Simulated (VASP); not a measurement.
# InAs (F-43m) in VASP: notebook

One crystal, InAs, is run at these levels: PBE; tasks: phonons.

Program: VASP 6.6.1. These are calculated values, not measurements. Logs are shortened: lines on timing, memory, paths and dates and some standing lists are left out, and cuts for length are marked.

### Step 1. Starting point

The structure is cubic, space group F-43m (No. 216). Conventional cell: a = 6.098 Å, b = 6.098 Å, c = 6.098 Å, α = 90.00°, β = 90.00°, γ = 90.00°. In (site symmetry -43m) is surrounded by 4 As at 2.64 Å. As (site symmetry -43m) has 4 In at 2.64 Å as nearest neighbours.

The cell was built by a generator and needn't be a form met in nature.

### Step 2. Phonons, PBE

Contents of INCAR:

```
SYSTEM = InAs
PREC = Accurate ; ENCUT = 520
EDIFF = 1E-8 ; ISMEAR = 0
SIGMA = 0.02 ; LREAL = .FALSE.
LASPH = .TRUE. ; NELM = 100
ALGO = Normal ; ISIF = 2
LWAVE = .FALSE. ; LCHARG = .TRUE.
GGA = PE ; IBRION = 8
NSW = 1
```

Contents of KPOINTS:

```
regular mesh
0
G
  12 12 12
  0 0 0
```

Contents of POSCAR:

```
InAs
1.0
    0.0000000000      3.0490601873      3.0490601873
    3.0490601873      0.0000000000      3.0490601873
    3.0490601873      3.0490601873      0.0000000000
In As
1 1
Direct
    0.0000000000      0.0000000000      0.0000000000
    0.2500000000      0.2500000000      0.2500000000
```

Potentials or basis: VASP PAW PBE potentials, release 64 (In_d, As).

Run with:

```sh
> cat potpaw_PBE.64/In_d/POTCAR potpaw_PBE.64/As/POTCAR > POTCAR
> mpirun -np 1 vasp_std > vasp.out
```

OUTCAR:

```text
SYSTEM = InAs
   PREC = Accurate
   ENCUT = 520
   EDIFF = 1E-8
   ISMEAR = 0
   LREAL = .FALSE.
   LASPH = .TRUE.
   NELM = 100
   ISIF = 2
   GGA = PE
   IBRION = 8
   NSW = 1

 ion  position               nearest neighbor table
   1  0.000  0.000  0.000-   2 2.64   2 2.64   2 2.64   2 2.64
   2  0.250  0.250  0.250-   1 2.64   1 2.64   1 2.64   1 2.64

  LATTYP: Found a face centered cubic cell.
 ALAT       =     6.0981203746

  Lattice vectors:

 A1 = (   0.0000000000,   3.0490601873,   3.0490601873)
 A2 = (   3.0490601873,   0.0000000000,   3.0490601873)
 A3 = (   3.0490601873,   3.0490601873,   0.0000000000)

Analysis of symmetry for initial positions (statically):
=====================================================================
 Subroutine PRICEL returns:
 Original cell was already a primitive cell.

 Routine SETGRP: Setting up the symmetry group for a
 face centered cubic supercell.

 Subroutine GETGRP returns: Found 24 space group operations
 (whereof 24 operations were pure point group operations)
 out of a pool of 48 trial point group operations.

The static configuration has the point symmetry T_d .

Analysis of symmetry for dynamics (positions and initial velocities):
=====================================================================
 Subroutine PRICEL returns:
 Original cell was already a primitive cell.

 Routine SETGRP: Setting up the symmetry group for a
 face centered cubic supercell.

 Subroutine GETGRP returns: Found 24 space group operations
 (whereof 24 operations were pure point group operations)
 out of a pool of 48 trial point group operations.

The dynamic configuration has the point symmetry T_d .

 Subroutine INISYM returns: Found 24 space group operations
 (whereof 24 operations are pure point group operations),
 and found     1 'primitive' translations

----------------------------------------------------------------------------------------

                                     Primitive cell

  volume of cell :      56.6928

  direct lattice vectors                    reciprocal lattice vectors
     0.000000000  3.049060187  3.049060187    -0.163984956  0.163984956  0.163984956
     3.049060187  0.000000000  3.049060187     0.163984956 -0.163984956  0.163984956
     3.049060187  3.049060187  0.000000000     0.163984956  0.163984956 -0.163984956

  length of vectors
     4.312022269  4.312022269  4.312022269     0.284030275  0.284030275  0.284030275

  position of ions in fractional coordinates (direct lattice)
     0.000000000  0.000000000  0.000000000
     0.250000000  0.250000000  0.250000000

  ion indices of the primitive-cell ions
   primitive index   ion index
                 1           1
                 2           2

----------------------------------------------------------------------------------------

 KPOINTS: regular mesh

Automatic generation of k-mesh.
 Grid dimensions read from file:
 generate k-points for:   12   12   12

 Generating k-lattice:

  Cartesian coordinates                     Fractional coordinates (reciprocal lattice)
    -0.013665413  0.013665413  0.013665413     0.083333333  0.000000000  0.000000000
     0.013665413 -0.013665413  0.013665413     0.000000000  0.083333333  0.000000000
     0.013665413  0.013665413 -0.013665413     0.000000000  0.000000000  0.083333333

  Length of vectors
     0.023669190  0.023669190  0.023669190

  Shift w.r.t. Gamma in fractional coordinates (k-lattice)
     0.000000000  0.000000000  0.000000000

 Subroutine IBZKPT returns following result:
 ===========================================

 Found     72 irreducible k-points:

 Following reciprocal coordinates:
            Coordinates               Weight
  0.000000  0.000000  0.000000      1.000000
  0.083333  0.000000  0.000000      8.000000
  0.166667  0.000000  0.000000      8.000000
  0.250000  0.000000  0.000000      8.000000
  0.333333  0.000000  0.000000      8.000000
  0.416667  0.000000  0.000000      8.000000
[... 16 lines left out ...]
  0.500000  0.166667  0.000000     24.000000
 -0.416667  0.166667  0.000000     24.000000
 [... further k-points ...]
   k-points           NKPTS =     72   k-points in BZ     NKDIM =     72   number of bands    NBANDS=     13
   number of dos      NEDOS =    301   number of ions     NIONS =      2
   total plane-waves  NPLWV =  32768
   dimension x,y,z NGX =    32 NGY =   32 NGZ =   32
   dimension x,y,z NGXF=    64 NGYF=   64 NGZF=   64
   ions per type =               1   1
   NGX,Y,Z   is equivalent  to a cutoff of  12.34, 12.34, 12.34 a.u.
   NGXF,Y,Z  is equivalent  to a cutoff of  24.67, 24.67, 24.67 a.u.
[... 17 lines left out ...]
   ISYM   =      2    0-nonsym 1-usesym 2-fastsym
   POTIM  = 0.5000    time-step for ionic-motion
   TEBEG  =    0.0;   TEEND  =   0.0 temperature during run
   PSTRESS=    0.0 pullay stress
   NELECT =      18.0000    total number of electrons
   NUPDOWN=      -1.0000    fix difference up-down
   EMIN   =  10.00;   EMAX   =-10.00  energy-range for DOS
   EFERMI =   0.00;   METHOD = LEGACY
   ISMEAR =     0;   SIGMA  =   0.02  broadening in eV -4-tet -1-fermi 0-gaus
   EFERMI_NEDOS =   21; number of points for ismear=-14 and -15
   IALGO  =     38    algorithm
   IMIX   =      4    mixing-type and parameters
     AMIX     =   0.40;   BMIX     =  1.00
     AMIX_MAG =   1.60;   BMIX_MAG =  1.00
  volume/ion in A,a.u.               =      28.35       191.29
  Fermi-wavevector in a.u.,A,eV,Ry     =   1.116837  2.110515 16.970876  1.247324
  Thomas-Fermi vector in A             =   2.253454
   LORBIT       =      0    0 simple, 1 ext, 2 COOP (PROOUT), +10 PAW based schemes
   GGA     = PE    functional components
   LHFCALC =     F    Hartree Fock is set to
   AEXX    =    0.0000 exact exchange contribution
   IVDW    =     0    specifies the selected vdW correction
   LEPSILON=     F    determine dielectric tensor
   LRPA    =     F    only Hartree local field effects (RPA)
 non-spin polarized calculation
 Gauss-broadening in eV      SIGMA  =   0.02
  energy-cutoff  :      520.00
  volume of cell :       56.69
 maximum number of plane-waves:      1546
   NGX = 17   NGY = 17   NGZ = 17

--------------------------------------- Ionic step        1  -------------------------------------------

 number of electron      17.9999993 magnetization

 Free energy of the ion-electron system (eV)
  ---------------------------------------------------
  ext. energy  EPLUGINS =         0.00000000
  ---------------------------------------------------
  free energy    TOTEN  =        -7.70103998 eV

  energy without entropy =       -7.70102212  energy(sigma->0) =       -7.70103105

 E-fermi :   4.2608     XC(G=0):  -8.9827

 val. band max:        4.2547393612   @ k =   0.0000   0.0000   0.0000
 cond. band min:       4.9989288619   @ k =   0.0833   0.0000   0.0000
 fundamental gap:      0.7441895008
 Fermi energy:         4.2608306200

 k-point     1 :       0.0000    0.0000    0.0000
  band No.  band energies     occupation
      1     -10.0864      2.00000
      2     -10.0864      2.00000
      3     -10.0864      2.00000
      4      -9.9708      2.00000
      5      -9.9708      2.00000
      6      -7.4461      2.00000
      7       3.9306      2.00000
      8       4.2547      1.33334
      9       4.2547      1.33334
     10       4.2547      1.33333
     11       8.1515      0.00000
     12       8.1515      0.00000
     13       8.1515      0.00000
[... 354 lines left out ...]
  band No.  band energies     occupation
      1     -10.2060      2.00000
      2     -10.0517      2.00000
      3     -10.0465      2.00000
      4      -9.9700      2.00000
      5      -9.9651      2.00000
      6      -5.9115      2.00000
      7      -1.2596      2.00000
      8       1.9368      2.00000
      9       3.0363      2.00000
     10       6.4165      0.00000
     11       8.5900      0.00000
     12       9.6291      0.00000
     13      11.1208      0.00000

 [... further k-points ...]

------------------------ aborting loop because EDIFF is reached ----------------------------------------

  FORCE on cell =-STRESS in cart. coord.  units (eV):
  Direction    XX          YY          ZZ          XY          YZ          ZX
  --------------------------------------------------------------------------------------
  -------------------------------------------------------------------------------------
  Total        0.8419918      0.8419918      0.8419918     -0.0000000      0.0000000     -0.0000000
  in kB       23.7952611     23.7952611     23.7952611     -0.0000000      0.0000000     -0.0000000
  external PRESSURE =      23.7952611 kB  Pullay stress =       0.0000000 kB

 VOLUME and BASIS-vectors are now :
 -----------------------------------------------------------------------------
  energy-cutoff  :      520.00
  volume of cell :       56.69
      direct lattice vectors                 reciprocal lattice vectors
     0.000000000  3.049060187  3.049060187    -0.163984956  0.163984956  0.163984956
     3.049060187  0.000000000  3.049060187     0.163984956 -0.163984956  0.163984956
     3.049060187  3.049060187  0.000000000     0.163984956  0.163984956 -0.163984956

 POSITION                                       TOTAL-FORCE (eV/Angst)
 -----------------------------------------------------------------------------------
      0.00000      0.00000      0.00000         0.000000     -0.000000      0.000000
      1.52453      1.52453      1.52453        -0.000000      0.000000     -0.000000
 -----------------------------------------------------------------------------------
    total drift:                               -0.000000     -0.000000     -0.000000

  FREE ENERGIE OF THE ION-ELECTRON SYSTEM (eV)
  ---------------------------------------------------
  free  energy   TOTEN  =        -7.7010399761 eV

  energy  without entropy=       -7.7010221217  energy(sigma->0) =       -7.70103105

[... ionic steps 2 to 3 ...]

--------------------------------------- Ionic step        4  -------------------------------------------

------------------------ aborting loop because EDIFF is reached ----------------------------------------

[... ionic steps 5 to 6 ...]

--------------------------------------- Ionic step        7  -------------------------------------------

 Free energy of the ion-electron system (eV)
  ---------------------------------------------------
  ---------------------------------------------------
  free energy    TOTEN  =        -0.04542794 eV

  energy without entropy =       -0.04542794

------------------------ aborting loop because EDIFF is reached ----------------------------------------

 INTERNAL STRAIN TENSOR  FOR ION    2  DIRECTION 1   (eV/Angst):
 -----------------------------------------------------------------------------
     0.00664  0.00000  0.00000
     0.00000 -0.00208 -7.85496
     0.00000 -7.85496 -0.00208

 INTERNAL STRAIN TENSOR FOR ION    2 for displacements in x,y,z  (eV/Angst):
          X           Y           Z          XY          YZ          ZX
  --------------------------------------------------------------------------------
  x    -0.00000     0.00000    -0.00000     0.00000    -7.85496     0.00000
  y     0.00000    -0.00000    -0.00000     0.00000     0.00000    -7.85496
  z     0.00000    -0.00000    -0.00000    -7.85496     0.00000     0.00000

 SECOND DERIVATIVES (NOT SYMMETRIZED)
 ------------------------------------
               1X          1Y          1Z          2X          2Y          2Z
  1X    -7.255402    0.000000    0.000000    7.255402    0.000000    0.000000
  1Y     0.000000   -7.255402    0.000000    0.000000    7.255402    0.000000
  1Z     0.000000    0.000000   -7.255402    0.000000    0.000000    7.255402
  2X     7.286357    0.000000    0.000000   -7.286357    0.000000    0.000000
  2Y     0.000000    7.286357    0.000000    0.000000   -7.286357    0.000000
  2Z     0.000000    0.000000    7.286357    0.000000    0.000000   -7.286357

 Eigenvectors and eigenvalues of the dynamical matrix
 ----------------------------------------------------

   1 f  =    6.261954 THz    39.345019 2PiTHz  208.876311 cm-1    25.897350 meV
             X         Y         Z           dx          dy          dz
      0.000000  0.000000  0.000000     0.000000    0.627571    0.000000
      1.524530  1.524530  1.524530     0.000000   -0.778559    0.000000
[... 21 lines left out ...]
   6 f/i=    0.006513 THz     0.040922 2PiTHz    0.217248 cm-1     0.026935 meV
             X         Y         Z           dx          dy          dz
      0.000000  0.000000  0.000000     0.000000    0.000000    0.778559
      1.524530  1.524530  1.524530     0.000000    0.000000    0.627571

--------------------------------------------------------------------------------------------------------

 ELASTIC MODULI CONTR FROM IONIC RELAXATION (kBar)
 Direction    XX          YY          ZZ          XY          YZ          ZX
 --------------------------------------------------------------------------------
 XX          -0.0000     -0.0000      0.0000     -0.0000     -0.0000     -0.0000
 YY          -0.0000     -0.0000      0.0000      0.0000     -0.0000     -0.0000
 ZZ           0.0000      0.0000     -0.0000     -0.0000      0.0000      0.0000
 XY          -0.0000      0.0000     -0.0000   -236.5160      0.0000      0.0000
 YZ          -0.0000     -0.0000      0.0000      0.0000   -236.5160      0.0000
 ZX          -0.0000     -0.0000      0.0000      0.0000      0.0000   -236.5160
 --------------------------------------------------------------------------------
```

Run time: 3.4 min. Hardware: 1 thread of Intel Xeon 6975P-C (Granite Rapids), shared host; peak memory 0.57 GiB.

What came out:

* Highest phonon frequency at Γ, LO-TO splitting left out: 209 cm⁻¹

Phonon frequencies in cm⁻¹ (negative: imaginary):
```
              q point        frequencies
(0.000, 0.000, 0.000)  0 0 0 209 209 209
```

Caveat: the atoms weren't relaxed first, which shifts response properties.

(Continued in part 2 of 2.)
